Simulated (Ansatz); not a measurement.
# Re: the cost of one run

Program: Ansatz 0.2.0. Level of theory: DFT PBE, with the methods named in each step. These are calculated values, not measurements.

## (1) Starting point

It takes space group Fm-3m (No. 225, cubic). Conventional cell: a = 3.950 Å, b = 3.950 Å, c = 3.950 Å, α = 90.00°, β = 90.00°, γ = 90.00°. Around Re (site symmetry m-3m) lie 12 Re at 2.79 Å.

As a file:

```cif
data_structure
_symmetry_space_group_name_H-M 'Fm-3m'
_symmetry_Int_Tables_number 225
_cell_length_a 3.9500
_cell_length_b 3.9500
_cell_length_c 3.9500
_cell_angle_alpha 90.000
_cell_angle_beta 90.000
_cell_angle_gamma 90.000
_cell_volume 61.63
loop_
_atom_site_label
_atom_site_type_symbol
_atom_site_symmetry_multiplicity
_atom_site_Wyckoff_symbol
_atom_site_fract_x
_atom_site_fract_y
_atom_site_fract_z
_atom_site_occupancy
Re1 Re 4 a 0.00000 0.00000 0.00000 1
```

The file gives the conventional cell by its symmetry; the runs use the cell typed in the input.

## (2) Free moments, LAPW

The input, input.yaml:

```yaml
crystal:
  lattice:
    - [0.0, 1.975, 1.975]
    - [1.975, 0.0, 1.975]
    - [1.975, 1.975, 0.0]
  atoms:
    - { symbol: Re, position: [0.0, 0.0, 0.0], spin: 1.5 }
magnetization:
  spin_polarized: true
kpoints:
  mp_grid: { grid: [17, 17, 17] }
scf:
  occupations: { method: fermi_dirac, width: 0.1 }
  lower_state_search: "off"
hamiltonian:
  xc: pbe
  pseudopotentials: { kind: all_electron, lapw: { basis_error: 0.001 } }
output:
  forces: true
  stress: true
  eigenvalues: false
  populations: true
  dos: { projected: true, de: 0.1, e_range: [-8, 5] }
```

Run with:

```bash
ansatz run input.yaml --threads 1 --pin off --max-ram 3072MiB --backend cpu --events-out ev --progress --plain --runs-dir out
```

**Question.** How long does this run take on 1 thread of Arm Neoverse V1, shared host, and how much memory does it need?

About 66 s, with a peak of 0.55 GiB.
